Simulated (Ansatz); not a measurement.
# Mn (omega type): the cost of one run

Method: DFT PBE, with the methods named in each step, in Ansatz 0.2.0.

3 further runs of the same task are left out: 3 that didn't finish.

## (1) The system as given

It takes space group P6/mmm (No. 191, hexagonal). Conventional cell: a = 3.951 Å, b = 3.951 Å, c = 2.450 Å, α = 90.00°, β = 90.00°, γ = 120.00°. Mn (site symmetry 6/mmm) has 14 Mn at 2.45 to 2.59 Å as nearest neighbours. Mn (site symmetry -6m2) has 11 Mn at 2.28 to 2.59 Å as nearest neighbours.

Structure file:

```cif
data_structure
_symmetry_space_group_name_H-M 'P6/mmm'
_symmetry_Int_Tables_number 191
_cell_length_a 3.9510
_cell_length_b 3.9510
_cell_length_c 2.4496
_cell_angle_alpha 90.000
_cell_angle_beta 90.000
_cell_angle_gamma 120.000
_cell_volume 33.12
loop_
_atom_site_label
_atom_site_type_symbol
_atom_site_symmetry_multiplicity
_atom_site_Wyckoff_symbol
_atom_site_fract_x
_atom_site_fract_y
_atom_site_fract_z
_atom_site_occupancy
Mn1 Mn 1 a 0.00000 0.00000 0.00000 1
Mn2 Mn 2 d 0.33333 0.66667 0.50000 1
```

The file gives the conventional cell by its symmetry; the runs use the cell typed in the input.

Whether this phase is the stable one at these pressures isn't tested.

Atoms are numbered in the order of the input: Mn1, Mn2, Mn3.

## (2) Cell relaxed at zero pressure, PAW

The input, input.yaml:

```yaml
crystal:
  lattice:
    - [3.9510229798, 0.0, 0.0]
    - [-1.9755114899, 3.4216862715, 0.0]
    - [0.0, 0.0, 2.4496342475]
  atoms:
    - { symbol: Mn, position: [0.0, 0.0, 0.0], spin: 3.0 }
    - { symbol: Mn, position: [0.3333333333, 0.6666666667, 0.5], spin: 3.0 }
    - { symbol: Mn, position: [0.6666666667, 0.3333333333, 0.5], spin: 3.0 }
magnetization:
  spin_polarized: true
kpoints:
  mp_grid: { grid: [9, 9, 12] }
scf:
  occupations: { method: fermi_dirac, width: 0.05 }
hamiltonian:
  xc: pbe
  pseudopotentials: { kind: paw }
output:
  forces: true
  stress: true
relax:
  f_tol: 0.005
  max_steps: 40
  cell: {}
```

Started as:

```
$ ansatz run input.yaml --threads 2 --pin off --max-ram 6144MiB --backend cpu --events-out ev --progress --plain --runs-dir out
```

**Question.** How long does this run take on 2 threads of Arm Neoverse V1, shared host, and how much memory does it need?

About 46 s, with a peak of 0.42 GiB.
